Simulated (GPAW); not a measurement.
Ta, 1 atom in the cell. It takes space group Im-3m (No. 229, cubic). Conventional cell: a = 3.388 Å, b = 3.388 Å, c = 3.388 Å, α = 90.00°, β = 90.00°, γ = 90.00°. Around Ta (site symmetry m-3m) lie 8 Ta at 2.93 Å.  The cell isn't the ideal one: volume scaled by 1.08.

- Program: GPAW 26.7.0
- Task: optical spectrum
- Functional: BLYP
- Potentials or basis: PAW data sets generated in the run's folder for this functional
- Cutoff: 450 eV
- Basis: pw
- k mesh: 9 × 9 × 9
- Occupations: fermi-dirac, width 0.05 eV
- Spin: no spin polarisation
- Kernel: RPA
- Eta: 0.05 eV
- Response ecut: 50 eV
- Scissors: 0 eV
- Maxiter: 150
- Response k mesh: 28 × 28 × 28
- Domega0: 0.05 eV
- Omega2: 10 eV
- Response bands: 29
- Directions: ["x"]
- Intraband: yes
- Eigensolver: davidson niter=2

Potentials or basis: PAW data sets generated in the run's folder for this functional, pw.

Command:

```sh
$ gpaw-setup -f BLYP Ta
$ OMP_NUM_THREADS=1 python run.py
```

Hardware: 1 thread of Arm Neoverse V2 (shared host).

Task: How long does it take, and how much memory?

Result: Run time: 2.4 min on 1 thread of Arm Neoverse V2, with other jobs on the host, peak memory 0.45 GiB. Counts: scf iterations 21, plane waves 434, bands 15, k points 35.
